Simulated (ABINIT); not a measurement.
Crystal: SnO2.

```
CELL_PARAMETERS angstrom
3.02327 0.00000 0.00000
0.00000 4.96468 0.00000
0.00000 0.00000 5.97696
ATOMIC_POSITIONS crystal
Sn 0.50000 0.50000 0.00000
O 0.00000 0.50000 0.77572
O 0.00000 0.50000 0.22428
```

The cell was built by a generator and needn't be a form met in nature.

* Program: ABINIT 10.8.3 (patched build)
* Task: single point
* Functional: PBE
* Potentials or basis: JTH PAW PBE v2.0
* Cutoff: 626 eV
* k mesh: 9 × 6 × 5
* Occupations: fermi-dirac, width 0.05 eV
* Spin: no spin polarisation

On this cell: pressure 0.2 GPa; largest force 0.065 eV/Å; band gap on the k mesh 1.29 eV, indirect (least direct gap 1.83 eV).

The same run follows on a disturbed copy (atoms moved at random, drawn with an rms of 0.05 Å):

```
Sn O
1.0
     3.02327    0.00000    0.00000
     0.00000    4.96468    0.00000
     0.00000    0.00000    5.97696
Sn O
1 2
Direct
  0.50747 0.49917 0.99913
  0.99561 0.50886 0.76744
  0.98697 0.49473 0.22598
```

What does the disturbed cell give?

The energy moves by +16.3 meV/atom; pressure -1.0 GPa; largest force 1.052 eV/Å; band gap on the k mesh 1.30 eV, indirect (least direct gap 1.78 eV).

Forces on the atoms (eV/Å):
```
Sn  -0.942  0.076 -0.462
O    0.368 -0.034  0.838
O    0.574 -0.042 -0.376
```

Stress tensor (GPa, compression positive):
```
-0.92  0.01  0.48
 0.01  0.39  0.02
 0.48  0.02 -2.62
```

Caveats: spin-orbit coupling is left out, which moves the levels of the heavy elements; an odd mesh through Γ misses points on the zone boundary, where band edges often lie; the atomic spheres overlap.
